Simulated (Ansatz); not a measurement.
**One atom moved over a plane in Ti**

All numbers below come from DFT PBEsol, scalar-relativistic, plane waves, PAW in Ansatz. Settings: plane waves to 420 eV, k-mesh 14×14×14 (Γ-centred), Gaussian smearing 0.15 eV. No spin polarisation. Energies are free energies at this smearing, counted from the undisturbed cell; pressure is positive in compression.

The undisturbed cell (relaxed at this level; with this scan's settings it stands at 0.1 GPa; this fcc form isn't the usual structure):

```
Ti
1.0
     0.00000    4.05584   -4.05584
     4.05584    4.05584    0.00000
     4.05584    0.00000   -4.05584
Ti
8
Cartesian
  2.0279 2.0279 -4.0558
  4.0558 4.0558 -4.0558
  2.0279 0.0000 -2.0279
  4.0558 2.0279 -2.0279
  0.0000 2.0279 -2.0279
  2.0279 4.0558 -2.0279
  0.0000 0.0000 0.0000
  2.0279 2.0279 0.0000
```

Atom 1 (Ti) is moved by p along (0.707, 0.707, 0.000) and q along (0.000, 0.000, 1.000) (Å), all else fixed. Points are written (p, q).

Energy above the undisturbed cell in eV/cell (a dash: not computed):

```csv
p \ q,-0.450,-0.225,0.000,0.225,0.450
-0.450,1.25,0.73,0.54,0.73,1.25
-0.225,0.67,0.25,0.11,0.25,0.67
0.000,0.47,0.11,0.00,0.11,0.47
0.225,0.67,0.25,0.11,0.25,0.67
0.450,1.25,0.73,0.54,0.73,1.25
```

Pressure in GPa:

| p \ q | -0.450 | -0.225 | 0.000 | 0.225 | 0.450 |
| --- | --- | --- | --- | --- | --- |
| -0.450 | 2.7 | 1.8 | 1.5 | 1.8 | 2.7 |
| -0.225 | 1.8 | 0.8 | 0.4 | 0.8 | 1.8 |
| 0.000 | 1.5 | 0.4 | 0.1 | 0.4 | 1.5 |
| 0.225 | 1.8 | 0.8 | 0.4 | 0.8 | 1.8 |
| 0.450 | 2.7 | 1.8 | 1.5 | 1.8 | 2.7 |